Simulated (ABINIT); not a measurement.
# GaN (F-43m) in ABINIT: single point with PBE

Aim: the single point of GaN with PBE.

Everything below comes from runs of ABINIT 10.8.3 (patched build). Logs are shortened: lines on timing, memory, paths and dates and some standing lists are left out, and cuts for length are marked. The log counts tension as positive stress, the text compression.

**Experimental background.**

A printed reference work, textbook reports, for a bulk crystal of GaN at 0 K: band gap 3.299 eV (direct).

How close the calculation comes is told below.

**1. Starting point**

It takes space group F-43m (No. 216, cubic). Conventional cell: a = 4.507 Å, b = 4.507 Å, c = 4.507 Å, α = 90.00°, β = 90.00°, γ = 90.00°. Ga (site symmetry -43m) has 4 N at 1.95 Å as nearest neighbours. N (site symmetry -43m) has 4 Ga at 1.95 Å as nearest neighbours.

The cell is a database's computed one.

**2. Single point, PBE, spin-orbit coupling, no magnetisation**

Contents of run.abi:

```
# Pseudopotentials
pp_dirpath "./"
pseudos "Ga.upf, N.upf"

# Structure
acell 3*1.0 Angstrom
rprim
     0.0000000000     2.2535006075     2.2535006075
     2.2535006075     0.0000000000     2.2535006075
     2.2535006075     2.2535006075     0.0000000000
ntypat 2
znucl 31 7
natom 2
typat 1 2
xred
     0.0000000000     0.0000000000     0.0000000000
     0.2500000000     0.2500000000     0.2500000000

# Plane-wave basis
ecut 979.609905 eV

# k points
kptopt 1
ngkpt 8 8 8
nshiftk 1
shiftk 0.0 0.0 0.0

# Exchange and correlation
ixc 11

# Bands and occupations
nband 26
occopt 3
tsmear 0.00183747

# Spin
nspinor 2
nspden 1
so_psp 2*1

# SCF cycle
nstep 100
tolvrs 1.0e-10

# Output
iomode 3
prtwf 0
prteig 0
prtebands 0
enunit 1
prtden 1
prtvha 1
prtvclmb 1
prtpot 1
```

Potentials or basis: PseudoDojo NC FR PBE v0.4 standard.

Launch:

```bash
> abinit run.abi > log 2>&1
```

run.abo:

```text
.Version 10.8.3 of ABINIT
 Symmetries : space group F-4 3 m (#216); Bravais cF (face-center cubic)
================================================================================
 Values of the parameters that define the memory need of the present run
     intxc =       0    ionmov =       0      iscf =       7    lmnmax =      14
     lnmax =      14     mgfft =      36  mpssoang =       5    mqgrid =    3001
     natom =       2  nloc_mem =       1    nspden =       1   nspinor =       2
    nsppol =       1      nsym =      24    n1xccc =    2501    ntypat =       2
    occopt =       3   xclevel =       2
       mpw =        1639          nfft =       46656          nkpt =          29
================================================================================
================================================================================

--------------------------------------------------------------------------------
------------- Echo of variables that govern the present computation ------------
--------------------------------------------------------------------------------
 -outvars: echo values of preprocessed input variables --------
            acell      1.8897261259E+00  1.8897261259E+00  1.8897261259E+00 Bohr
              amu      6.97230000E+01  1.40067400E+01
             ecut      3.60000000E+01 Hartree
           enunit           1
              ixc          11
         kptrlatt        8    0    0      0    8    0      0    0    8
          kptrlen      4.81794160E+01
            natom           2
            nband          26
            ngfft          36      36      36
             nkpt          29
          nspinor           2
            nstep         100
             nsym          24
           ntypat           2
           occopt           3
        prtebands           0
           prteig           0
           prtpot           1
         prtvclmb           1
           prtvha           1
            prtwf           0
            rprim      0.0000000000E+00  2.2535006075E+00  2.2535006075E+00
                       2.2535006075E+00  0.0000000000E+00  2.2535006075E+00
                       2.2535006075E+00  2.2535006075E+00  0.0000000000E+00
          spgroup         216
           tolvrs      1.00000000E-10
           tsmear      1.83747000E-03 Hartree
            typat      1  2
           xangst      0.0000000000E+00  0.0000000000E+00  0.0000000000E+00
                       1.1267503037E+00  1.1267503037E+00  1.1267503037E+00
            xcart      0.0000000000E+00  0.0000000000E+00  0.0000000000E+00
                       2.1292494864E+00  2.1292494864E+00  2.1292494864E+00
             xred      0.0000000000E+00  0.0000000000E+00  0.0000000000E+00
                       2.5000000000E-01  2.5000000000E-01  2.5000000000E-01
            znucl       31.00000    7.00000

================================================================================

 chkinp: Checking input parameters for consistency.

================================================================================
== DATASET  1 ==================================================================

--- !DatasetInfo
iteration_state: {dtset: 1, }
dimensions: {natom: 2, nkpt: 29, mband: 26, nsppol: 1, nspinor: 2, nspden: 1, mpw: 1639, }
cutoff_energies: {ecut:  36.0, pawecutdg:  -1.0, }
electrons: {nelect:   1.80000000E+01, charge:   0.00000000E+00, occopt:   3.00000000E+00, tsmear:   1.83747000E-03, }
meta: {optdriver: 0, ionmov: 0, optcell: 0, iscf: 7, paral_kgb: 0, }
...

 Exchange-correlation functional for the present dataset will be:
  GGA: Perdew-Burke-Ernzerhof functional - ixc=11
  J.P.Perdew, K.Burke, M.Ernzerhof, PRL 77, 3865 (1996)

 Real(R)+Recip(G) space primitive vectors, cartesian coordinates (Bohr,Bohr^-1):
 R(1)=  0.0000000  4.2584990  4.2584990  G(1)= -0.1174123  0.1174123  0.1174123
 R(2)=  4.2584990  0.0000000  4.2584990  G(2)=  0.1174123 -0.1174123  0.1174123
 R(3)=  4.2584990  4.2584990  0.0000000  G(3)=  0.1174123  0.1174123 -0.1174123
 Unit cell volume ucvol=  1.5445417E+02 bohr^3
 Angles (23,13,12)=  6.00000000E+01  6.00000000E+01  6.00000000E+01 degrees

 getcut: wavevector=  0.0000  0.0000  0.0000  ngfft=  36  36  36
         ecut(hartree)=     36.000   => boxcut(ratio)=   2.21317

 getcut : COMMENT -
  Note that boxcut > 2.2 ; recall that boxcut=Gcut(box)/Gcut(sphere) = 2
  is sufficient for exact treatment of convolution.
  Such a large boxcut is a waste : you could raise ecut
  e.g. ecut=   44.083054 Hartrees makes boxcut=2

--- Pseudopotential description ------------------------------------------------
- pspini: atom type   1  psp file is ./Ga.upf
12 -101130 2 -1 1926                          pspcod,pspxc,lmax,lloc,mmax
     nproj     2     3     2     0
     spin-orbit psp
        nprojso     4     3     0

- pspini: atom type   2  psp file is ./N.upf
12 -101130 1 -1 1058                          pspcod,pspxc,lmax,lloc,mmax
     nproj     2     2     0     0
     spin-orbit psp
        nprojso     2     0     0

   5.38344093E+02                                ecore*ucvol(ha*bohr**3)
--------------------------------------------------------------------------------

================================================================================

--- !BeginCycle
iteration_state: {dtset: 1, }
solver: {iscf: 7, nstep: 100, nline: 4, wfoptalg: 0, }
tolerances: {tolvrs: 1.00E-10, }
...

     iter   Etot(hartree)      deltaE(h)  residm     vres2
 ETOT  1  -86.173295899239    -8.617E+01 7.662E-01 7.145E+02
 ETOT  2  -86.714525531752    -5.412E-01 1.682E-01 7.348E+02
 ETOT  3  -86.866739260930    -1.522E-01 6.496E-03 1.181E+00
 ETOT  4  -86.866970957575    -2.317E-04 1.442E-02 1.511E-01
 ETOT  5  -86.866995027574    -2.407E-05 1.529E-03 1.468E-02
 ETOT  6  -86.866998722590    -3.695E-06 5.118E-03 4.601E-04
 ETOT  7  -86.866998746333    -2.374E-08 1.771E-04 4.393E-05
 ETOT  8  -86.866998755542    -9.209E-09 6.158E-04 7.362E-07
 ETOT  9  -86.866998755645    -1.026E-10 1.119E-04 2.621E-08
 ETOT 10  -86.866998755648    -3.340E-12 4.098E-04 7.676E-10
 ETOT 11  -86.866998755652    -4.221E-12 6.123E-05 1.338E-12

 At SCF step   11       vres2   =  1.34E-12 < tolvrs=  1.00E-10 =>converged.

 Cartesian components of stress tensor (hartree/bohr^3)
  sigma(1 1)= -1.09006032E-04  sigma(3 2)=  0.00000000E+00
  sigma(2 2)= -1.09006032E-04  sigma(3 1)=  0.00000000E+00
  sigma(3 3)= -1.09006032E-04  sigma(2 1)=  0.00000000E+00

--- !ResultsGS
iteration_state: {dtset: 1, }
comment   : Summary of ground state results
lattice_vectors:
- [  0.0000000,   4.2584990,   4.2584990, ]
- [  4.2584990,   0.0000000,   4.2584990, ]
- [  4.2584990,   4.2584990,   0.0000000, ]
lattice_lengths: [   6.02243,    6.02243,    6.02243, ]
lattice_angles: [ 60.000,  60.000,  60.000, ] # degrees, (23, 13, 12)
lattice_volume:   1.5445417E+02
convergence: {deltae: -4.221E-12, res2:  1.338E-12, residm:  6.123E-05, diffor: null, }
etotal    :  -8.68669988E+01
entropy   :   0.00000000E+00
fermie    :   2.29219866E-01
cartesian_stress_tensor: # hartree/bohr^3
- [ -1.09006032E-04,   0.00000000E+00,   0.00000000E+00, ]
- [  0.00000000E+00,  -1.09006032E-04,   0.00000000E+00, ]
- [  0.00000000E+00,   0.00000000E+00,  -1.09006032E-04, ]
pressure_GPa:   3.2071E+00
xred      :
- [  0.0000E+00,   0.0000E+00,   0.0000E+00, Ga]
- [  2.5000E-01,   2.5000E-01,   2.5000E-01,  N]
cartesian_forces: # hartree/bohr
- [ -0.00000000E+00,  -0.00000000E+00,  -0.00000000E+00, ]
- [ -0.00000000E+00,  -0.00000000E+00,  -0.00000000E+00, ]
force_length_stats: {min:   0.00000000E+00, max:   0.00000000E+00, mean:   0.00000000E+00, }
...

 Integrated electronic density in atomic spheres:
 ------------------------------------------------
 Atom  Sphere_radius  Integrated_density
    1        2.00000         10.87818406
    2        2.00000          5.22982976
================================================================================

 ----iterations are completed or convergence reached----

 Mean square residual over all n,k,spin=   16.554E-08; max=  61.226E-06
 reduced coordinates (array xred) for    2 atoms
       0.000000000000      0.000000000000      0.000000000000
       0.250000000000      0.250000000000      0.250000000000
 rms dE/dt=  0.0000E+00; max dE/dt=  0.0000E+00; dE/dt below (all hartree)
    1       0.000000000000      0.000000000000      0.000000000000
    2       0.000000000000      0.000000000000      0.000000000000

 cartesian coordinates (angstrom) at end:
    1      0.00000000000000     0.00000000000000     0.00000000000000
    2      1.12675030375000     1.12675030375000     1.12675030375000

 cartesian forces (hartree/bohr) at end:
    1     -0.00000000000000    -0.00000000000000    -0.00000000000000
    2     -0.00000000000000    -0.00000000000000    -0.00000000000000
 frms,max,avg= 0.0000000E+00 0.0000000E+00   0.000E+00  0.000E+00  0.000E+00 h/b

 cartesian forces (eV/Angstrom) at end:
    1     -0.00000000000000    -0.00000000000000    -0.00000000000000
    2     -0.00000000000000    -0.00000000000000    -0.00000000000000
 frms,max,avg= 0.0000000E+00 0.0000000E+00   0.000E+00  0.000E+00  0.000E+00 e/A
 length scales=  1.889726125908  1.889726125908  1.889726125908 bohr
              =  1.000000000000  1.000000000000  1.000000000000 angstroms
 Fermi (or HOMO) energy (eV) =   6.23739   Average Vxc (eV)= -11.73445
 Eigenvalues (   eV  ) for nkpt=  29  k points:
 kpt#   1, nband= 26, wtk=  0.00195, kpt=  0.0000  0.0000  0.0000 (reduced coord)
 -10.58205  -10.58205   -8.42330   -8.42330   -8.42330   -8.42330   -8.06316   -8.06316
  -7.83318   -7.83318   -7.83318   -7.83318    5.31590    5.31590    5.32835    5.32835
   5.32835    5.32835    7.08297    7.08297   15.46240   15.46240   15.78766   15.78766
  15.78766   15.78766
 prteigrs : prtvol=0 or 1, do not print more k-points.

--- !EnergyTerms
iteration_state     : {dtset: 1, }
comment             : Components of total free energy in Hartree
kinetic             :  7.01116325459443E+01
hartree             :  2.18332243836285E+01
xc                  : -2.40608935490625E+01
Ewald energy        : -5.83371585177303E+01
psp_core            :  3.48546170932747E+00
local_psp           : -6.04973897328766E+01
non_local_psp       : -3.94018755948707E+01
internal            : -8.68669987556398E+01
'-kT*entropy'       : -1.23060336638325E-11
total_energy        : -8.68669987556521E+01
total_energy_eV     : -2.36377145516920E+03
band_energy         : -3.09426468244282E+00
...

 Cartesian components of stress tensor (hartree/bohr^3)
  sigma(1 1)= -1.09006032E-04  sigma(3 2)=  0.00000000E+00
  sigma(2 2)= -1.09006032E-04  sigma(3 1)=  0.00000000E+00
  sigma(3 3)= -1.09006032E-04  sigma(2 1)=  0.00000000E+00

-Cartesian components of stress tensor (GPa)         [Pressure=  3.2071E+00 GPa]
- sigma(1 1)= -3.20706818E+00  sigma(3 2)=  0.00000000E+00
- sigma(2 2)= -3.20706818E+00  sigma(3 1)=  0.00000000E+00
- sigma(3 3)= -3.20706818E+00  sigma(2 1)=  0.00000000E+00

== END DATASET(S) ==============================================================
================================================================================

 -outvars: echo values of variables after computation  --------
            acell      1.8897261259E+00  1.8897261259E+00  1.8897261259E+00 Bohr
           etotal     -8.6866998756E+01
            fcart     -0.0000000000E+00 -0.0000000000E+00 -0.0000000000E+00
                      -0.0000000000E+00 -0.0000000000E+00 -0.0000000000E+00
            rprim      0.0000000000E+00  2.2535006075E+00  2.2535006075E+00
                       2.2535006075E+00  0.0000000000E+00  2.2535006075E+00
                       2.2535006075E+00  2.2535006075E+00  0.0000000000E+00
           strten     -1.0900603186E-04 -1.0900603186E-04 -1.0900603186E-04
                       0.0000000000E+00  0.0000000000E+00  0.0000000000E+00
           xangst      0.0000000000E+00  0.0000000000E+00  0.0000000000E+00
                       1.1267503037E+00  1.1267503037E+00  1.1267503037E+00
             xred      0.0000000000E+00  0.0000000000E+00  0.0000000000E+00
                       2.5000000000E-01  2.5000000000E-01  2.5000000000E-01
 Calculation completed.
```

Wall time 2 min (1 thread of Arm Neoverse V1, shared host); peak memory 0.1 GiB.

What came out:

```
Free energy                                           : -2363.7715 eV
Pressure                                              : 3.2 GPa
Band gap on the k mesh                                : 1.75 eV, direct
Valence electrons inside the program's atomic spheres : Ga 10.88; N 5.23
```

**3. Comparison with measurements**

Step 2. Against the measured gap of GaN, 3.299 eV (direct; 0 K; a printed reference work, textbook), the calculated 1.75 eV is off by -1.54 eV. The value is that of PBE, without temperature or zero-point motion. Semilocal functionals fall short of measured gaps as a rule. The cell is a database's relaxed one, not the measured one, which moves gaps too.
